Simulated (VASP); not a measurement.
# Ga12As11 (a cell with a defect) in VASP: further runs

One crystal, Ga12As11 (a cell with a defect), is run at these levels: PBEsol; tasks: single point.

Everything below comes from runs of VASP 6.6.1. Logs are shortened: lines on timing, memory, paths and dates and some standing lists are left out, and cuts for length are marked.

## (1) The crystal as given

The cell holds a defect, 23 atoms: a = 11.993 Å, b = 7.996 Å, c = 7.996 Å, α = 60.00°, β = 60.00°, γ = 60.00°.

## (2) Single point, PBEsol, collinear spin, ferromagnetic start

INCAR

```
PREC = Accurate ; ENCUT = 350
EDIFF = 1E-5 ; ISMEAR = 0
SIGMA = 0.03 ; LREAL = Auto
LASPH = True ; NELM = 120
ALGO = Normal ; ISIF = 2
LWAVE = False ; LCHARG = False
ISPIN = 2 ; MAGMOM = 0.5 0.5 0.5 0 0.5 0 0 0 0 0 0 0 0 0 0 0 0 0 0 0 0 0 0
LORBIT = 11 ; GGA = PS
NELECT = 210.0
```

KPOINTS

```
Automatic mesh
0
Gamma
  2 2 2
```

POSCAR

```
Ga12As11
1.0
    0.0000000000      8.4805500000      8.4805500000
    5.6537000000      0.0000000000      5.6537000000
    5.6537000000      5.6537000000      0.0000000000
Ga As
12 11
Direct
    0.0000000000      0.0000000000      0.0000000000
    0.0000000000      0.0000000000      0.5000000000
    0.0000000000      0.5000000000      0.0000000000
    0.0000000000      0.5000000000      0.5000000000
    0.3333330000      0.0000000000      0.0000000000
    0.3333330000      0.0000000000      0.5000000000
    0.3333330000      0.5000000000      0.0000000000
    0.3333330000      0.5000000000      0.5000000000
    0.6666670000      0.0000000000      0.0000000000
    0.6666670000      0.0000000000      0.5000000000
    0.6666670000      0.5000000000      0.0000000000
    0.6666670000      0.5000000000      0.5000000000
    0.0833333333      0.1250000000      0.6250000000
    0.0833333333      0.6250000000      0.1250000000
    0.0833333333      0.6250000000      0.6250000000
    0.4166663333      0.1250000000      0.1250000000
    0.4166663333      0.1250000000      0.6250000000
    0.4166663333      0.6250000000      0.1250000000
    0.4166663333      0.6250000000      0.6250000000
    0.7500003333      0.1250000000      0.1250000000
    0.7500003333      0.1250000000      0.6250000000
    0.7500003333      0.6250000000      0.1250000000
    0.7500003333      0.6250000000      0.6250000000
```

Potentials or basis: VASP PAW PBE potentials, release 64 (Ga_d, As).

Launch:

```
$ cat potpaw_PBE.64/Ga_d/POTCAR potpaw_PBE.64/As/POTCAR > POTCAR
$ mpirun -np 1 vasp_std > vasp.out
```

OUTCAR:

```text
PREC = Accurate
   ENCUT = 350
   EDIFF = 1E-5
   ISMEAR = 0
   LREAL = Auto
   LASPH = True
   NELM = 120
   ISIF = 2
   ISPIN = 2
   LORBIT = 11
   GGA = PS
   NELECT = 210.0

 ion  position               nearest neighbor table
   1  0.000  0.000  0.000-  20 2.45  14 2.45  13 2.45
   2  0.000  0.000  0.500-  21 2.45  13 2.45  15 2.45
   3  0.000  0.500  0.000-  22 2.45  14 2.45  15 2.45
   4  0.000  0.500  0.500-  23 2.45  15 2.45  13 2.45  14 2.45
   5  0.333  0.000  0.000-  16 2.45  17 2.45  18 2.45
   6  0.333  0.000  0.500-  13 2.45  17 2.45  16 2.45  19 2.45
   7  0.333  0.500  0.000-  14 2.45  18 2.45  16 2.45  19 2.45
   8  0.333  0.500  0.500-  15 2.45  19 2.45  18 2.45  17 2.45
   9  0.667  0.000  0.000-  20 2.45  21 2.45  22 2.45  16 2.45
  10  0.667  0.000  0.500-  21 2.45  20 2.45  23 2.45  17 2.45
  11  0.667  0.500  0.000-  22 2.45  20 2.45  23 2.45  18 2.45
[... 10 lines left out ...]
  22  0.750  0.625  0.125-   3 2.45  11 2.45   9 2.45  12 2.45
  23  0.750  0.625  0.625-   4 2.45  12 2.45  11 2.45  10 2.45

  LATTYP: Found a face centered orthorhombic cell.
 ALAT       =     7.9955392176
 B/A-ratio  =     1.7320508076
 C/A-ratio  =     2.4494897428

  Lattice vectors:

 A1 = (   0.0000000000,   8.4805500000,   8.4805500000)
 A2 = (  -5.6537000000,   2.8268500000,   8.4805500000)
 A3 = (   5.6537000000,   0.0000000000,   5.6537000000)

Analysis of symmetry for initial positions (statically):
=====================================================================
 Subroutine PRICEL returns:
 Original cell was already a primitive cell.

 Routine SETGRP: Setting up the symmetry group for a
 face centered orthorhombic supercell.

 Subroutine GETGRP returns: Found  2 space group operations
 (whereof  2 operations were pure point group operations)
 out of a pool of  8 trial point group operations.

The static configuration has the point symmetry C_1h.

Analysis of symmetry for dynamics (positions and initial velocities):
=====================================================================
 Subroutine PRICEL returns:
 Original cell was already a primitive cell.

 Routine SETGRP: Setting up the symmetry group for a
 face centered orthorhombic supercell.

 Subroutine GETGRP returns: Found  2 space group operations
 (whereof  2 operations were pure point group operations)
 out of a pool of  8 trial point group operations.

The dynamic configuration has the point symmetry C_1h.

[... 177 lines left out ...]

 Free energy of the ion-electron system (eV)
  ---------------------------------------------------
  ext. energy  EPLUGINS =         0.00000000
  ---------------------------------------------------
  free energy    TOTEN  =      -103.48727104 eV

  energy without entropy =     -103.48720584  energy(sigma->0) =     -103.48723844

 E-fermi :   3.3479     XC(G=0):  -9.5368

 val. band max:        3.2861911995   @ k =   0.0000   0.0000   0.0000
 cond. band min:       3.4138362811   @ k =   0.5000   0.0000   0.5000
 fundamental gap:      0.1276450816
 Fermi energy:         3.3478714975

 spin component 1

 k-point     1 :       0.0000    0.0000    0.0000
  band No.  band energies     occupation
      1     -11.5793      1.00000
      2     -11.5740      1.00000
      3     -11.5739      1.00000
      4     -11.4808      1.00000
      5     -11.4780      1.00000
      6     -11.4767      1.00000
[... 709 lines left out ...]
    116       6.5466      0.00000
    117       6.6057      0.00000
 Fermi energy:         3.3478714975

 spin component 2

 k-point     1 :       0.0000    0.0000    0.0000
  band No.  band energies     occupation
      1     -11.5793      1.00000
      2     -11.5740      1.00000
      3     -11.5739      1.00000
      4     -11.4808      1.00000
      5     -11.4780      1.00000
      6     -11.4767      1.00000
[... 709 lines left out ...]
    116       6.5466      0.00000
    117       6.6058      0.00000
 [bands above 117 left out]

------------------------ aborting loop because EDIFF is reached ----------------------------------------

  FORCE on cell =-STRESS in cart. coord.  units (eV):
  Direction    XX          YY          ZZ          XY          YZ          ZX
  --------------------------------------------------------------------------------------
  -------------------------------------------------------------------------------------
  Total       -9.1454225     -8.4464318     -8.4464318      1.4373781     -1.1125302      1.4373778
  in kB      -27.0268119    -24.9611348    -24.9611348      4.2477804     -3.2877810      4.2477796
  external PRESSURE =     -25.6496938 kB  Pullay stress =       0.0000000 kB

 VOLUME and BASIS-vectors are now :
 -----------------------------------------------------------------------------
  energy-cutoff  :      350.00
  volume of cell :      542.15
      direct lattice vectors                 reciprocal lattice vectors
     0.000000000  8.480550000  8.480550000    -0.058958440  0.058958440  0.058958440
     5.653700000  0.000000000  5.653700000     0.088437660 -0.088437660  0.088437660
     5.653700000  5.653700000  0.000000000     0.088437660  0.088437660 -0.088437660

 POSITION                                       TOTAL-FORCE (eV/Angst)
 -----------------------------------------------------------------------------------
      0.00000      0.00000      0.00000        -0.097652     -0.063421     -0.063421
      2.82685      2.82685      0.00000         0.138765      0.133111     -0.192796
      2.82685      0.00000      2.82685         0.138765     -0.192796      0.133111
      5.65370      2.82685      2.82685         0.092491     -0.067057     -0.067057
      0.00000      2.82685      2.82685        -0.276947      0.222638      0.222638
      2.82685      5.65370      2.82685        -0.076559      0.135093     -0.057829
[... 15 lines left out ...]
      4.24027      7.06713      9.89398        -0.122079      0.144976     -0.150724
      7.06712      9.89398      9.89398         0.015684     -0.015387     -0.015387
 -----------------------------------------------------------------------------------
    total drift:                                0.005113      0.004130      0.004126

  FREE ENERGIE OF THE ION-ELECTRON SYSTEM (eV)
  ---------------------------------------------------
  free  energy   TOTEN  =      -103.4872710420 eV

  energy  without entropy=     -103.4872058397  energy(sigma->0) =     -103.48723844

 total charge

# of ion       s       p       d       tot
------------------------------------------
    1        0.946   0.655   9.969  11.569
    2        0.938   0.660   9.969  11.568
    3        0.938   0.660   9.969  11.568
    4        0.871   0.800   9.992  11.662
    5        0.919   0.663   9.972  11.554
    6        0.871   0.800   9.992  11.662
[... 15 lines left out ...]
   22        1.208   1.582   0.030   2.820
   23        1.202   1.592   0.030   2.825
--------------------------------------------------
tot         24.035  26.350 120.154 170.538

 magnetization (x)

# of ion       s       p       d       tot
------------------------------------------
    1       -0.000  -0.000  -0.000  -0.000
    2       -0.000  -0.000  -0.000  -0.000
    3       -0.000  -0.000  -0.000  -0.000
    4        0.000  -0.000   0.000  -0.000
    5       -0.000   0.000  -0.000  -0.000
    6       -0.000  -0.000   0.000  -0.000
[... 15 lines left out ...]
   22        0.000   0.000  -0.000   0.000
   23        0.000   0.000  -0.000   0.000
--------------------------------------------------
tot         -0.000  -0.000  -0.000  -0.000
```

OSZICAR:

```text
N       E                     dE             d eps       ncg     rms          rms(c)
DAV:   1     0.197967360593E+04    0.19797E+04   -0.70442E+04  3152   0.187E+03
DAV:   2     0.284131820647E+03   -0.16955E+04   -0.16429E+04  3328   0.525E+02
DAV:   3    -0.651652130324E+02   -0.34930E+03   -0.32267E+03  3536   0.180E+02
DAV:   4    -0.104020980138E+03   -0.38856E+02   -0.37889E+02  3808   0.571E+01
DAV:   5    -0.105733659529E+03   -0.17127E+01   -0.17032E+01  3848   0.128E+01    0.120E+01
DAV:   6    -0.103736999524E+03    0.19967E+01   -0.38651E+00  4321   0.155E+01    0.616E+00
DAV:   7    -0.103504513621E+03    0.23249E+00   -0.18572E+00  3544   0.606E+00    0.323E+00
DAV:   8    -0.103490695534E+03    0.13818E-01   -0.42168E-01  3873   0.289E+00    0.108E+00
DAV:   9    -0.103483944704E+03    0.67508E-02   -0.54895E-02  3665   0.220E+00    0.391E-01
DAV:  10    -0.103486439613E+03   -0.24949E-02   -0.19112E-02  3672   0.101E+00    0.166E-01
DAV:  11    -0.103486843059E+03   -0.40345E-03   -0.35581E-03  3744   0.402E-01    0.104E-01
DAV:  12    -0.103487154888E+03   -0.31183E-03   -0.91175E-04  3530   0.286E-01    0.444E-02
DAV:  13    -0.103487261491E+03   -0.10660E-03   -0.40297E-04  3576   0.150E-01    0.156E-02
DAV:  14    -0.103487271042E+03   -0.95509E-05   -0.81951E-05  3200   0.571E-02
   1 F= -.10348727E+03 E0= -.10348724E+03  d E =-.652023E-04  mag=    -0.0000
```

stdout:

```text
POSCAR found type information on POSCAR GaAs
 POSCAR found :  2 types and      23 ions
 scaLAPACK will be used
 -----------------------------------------------------------------------------
|                                                                             |
|                                                                             |
|     You enforced a specific xc type in the INCAR file but a different       |
|     I HOPE YOU KNOW WHAT YOU ARE DOING!                                     |
|                                                                             |
 -----------------------------------------------------------------------------

 LDA part: xc-table for (Slater+PW92), standard interpolation
 POSCAR, INCAR and KPOINTS ok, starting setup
 FFT: planning ... GRIDC
 FFT: planning ... GRID_SOFT
 FFT: planning ... GRID
 WAVECAR not read
 entering main loop
 the old and the new charge density differ
 old charge density:   211.00000 new  209.99999
    0.120E+01
```

Run time: 13 min. Hardware: 1 thread of Intel Xeon Platinum 8488C (Sapphire Rapids), shared host; peak memory 0.75 GiB.

What came out:

* Free energy: -103.4873 eV
* Largest force: 0.463 eV/Å
* Band gap on the k mesh: 0.13 eV, indirect (least direct gap 0.35 eV)
* Net moment: 0.00 μB per cell
* Valence electrons inside the program's atomic spheres: Ga 11.57, 11.66, 11.55; As 2.81, 2.82, 2.83

Forces on the atoms (eV/Å):
```
Ga  -0.098 -0.063 -0.063
Ga   0.139  0.133 -0.193
Ga   0.139 -0.193  0.133
Ga   0.092 -0.067 -0.067
Ga  -0.277  0.223  0.223
Ga  -0.077  0.135 -0.058
Ga  -0.077 -0.058  0.135
Ga   0.055  0.060  0.060
Ga  -0.254  0.135  0.135
Ga  -0.074  0.274 -0.046
Ga  -0.074 -0.046  0.274
Ga   0.101 -0.002 -0.002
As  -0.056 -0.012  0.193
As  -0.056  0.193 -0.012
As  -0.228  0.054  0.054
As   0.333 -0.227 -0.227
As   0.221 -0.259 -0.209
As   0.221 -0.209 -0.259
As   0.007 -0.012 -0.012
As   0.189 -0.038 -0.038
As  -0.122 -0.151  0.145
As  -0.122  0.145 -0.151
As   0.016 -0.015 -0.015
```

Caveat: the k mesh is coarse (spacing up to 0.48 Å⁻¹), so the values aren't converged; the cell is charged against a uniform background, so pressure and absolute levels hang on convention; the cutoff is under 1.25 times the usual one of these potentials, so pressure, stress and relaxed cells hold a basis-set (Pulay) error; the PAW data sets were made with another functional, which shifts forces and pressure a little. A hybrid or GW would open this gap; PBEsol tends to underestimate it.

(Continued in part 2 of 3.)
